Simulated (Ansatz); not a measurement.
# GaN: the cost of one run

Method: DFT PBEsol, scalar-relativistic, plane waves, PAW, in Ansatz 0.2.0.

The COD entry's cell or inner coordinates are ideal or old and differ from later refinements, so a difference from it is no clean test against experiment.

That is the level of the relaxation; later steps name their own.

1 further run of the same task is left out (set aside as unsound or not needed).

### Step 1. Starting point

It takes space group P6_3mc (No. 186, hexagonal). Conventional cell: a = 3.183 Å, b = 3.183 Å, c = 5.185 Å, α = 90.00°, β = 90.00°, γ = 120.00°. Around Ga (site symmetry 3m) lie 4 N at 1.95 Å. N (site symmetry 3m) has 4 Ga at 1.95 Å as nearest neighbours.

Structure file:

```cif
data_structure
_symmetry_space_group_name_H-M 'P 1'
_symmetry_Int_Tables_number 1
_cell_length_a 3.1826
_cell_length_b 3.1826
_cell_length_c 5.1854
_cell_angle_alpha 90.000
_cell_angle_beta 90.000
_cell_angle_gamma 120.000
_cell_volume 45.49
loop_
_atom_site_label
_atom_site_type_symbol
_atom_site_fract_x
_atom_site_fract_y
_atom_site_fract_z
_atom_site_occupancy
Ga1 Ga 0.33333 0.66667 0.99919 1
Ga2 Ga 0.66667 0.33333 0.49919 1
N1 N 0.33333 0.66667 0.37581 1
N2 N 0.66667 0.33333 0.87581 1
```

It is the result of an earlier relaxation at this level (volume 11.37 Å³/atom; gap on the mesh: 1.88 eV).

### Step 2. Band edges over the whole zone

File input.yaml:

```yaml
crystal:
  lattice:
    - [3.1825784914, 0.0, 0.0]
    - [-1.5912892457, 2.7561938231, 0.0]
    - [0.0, 0.0, 5.185426082]
  atoms:
    - { symbol: Ga, position: [0.3333333333, 0.6666666667, -0.000805893] }
    - { symbol: Ga, position: [0.6666666667, 0.3333333333, 0.499194107] }
    - { symbol: "N", position: [0.3333333333, 0.6666666667, 0.375805893] }
    - { symbol: "N", position: [0.6666666667, 0.3333333333, 0.875805893] }
basis:
  ecutwfc: 420
kpoints:
  mp_grid: { grid: [12, 12, 6] }
  band_path: { path: [VBM, CBM], npoints: 2 }
hamiltonian:
  xc: pbesol
scf:
  occupations: { method: gaussian, width: 0.02 }
output:
  forces: true
  stress: true
  eigenvalues: true
```

Started as:

```sh
$ ansatz run input.yaml --threads 2 --pin off --max-ram 5120MiB --backend cpu --events-out ev --progress --plain --runs-dir out
```

What time and memory should one allow on 2 threads of Arm Neoverse V1, shared host?

About 7.2 s, with a peak of 0.37 GiB.
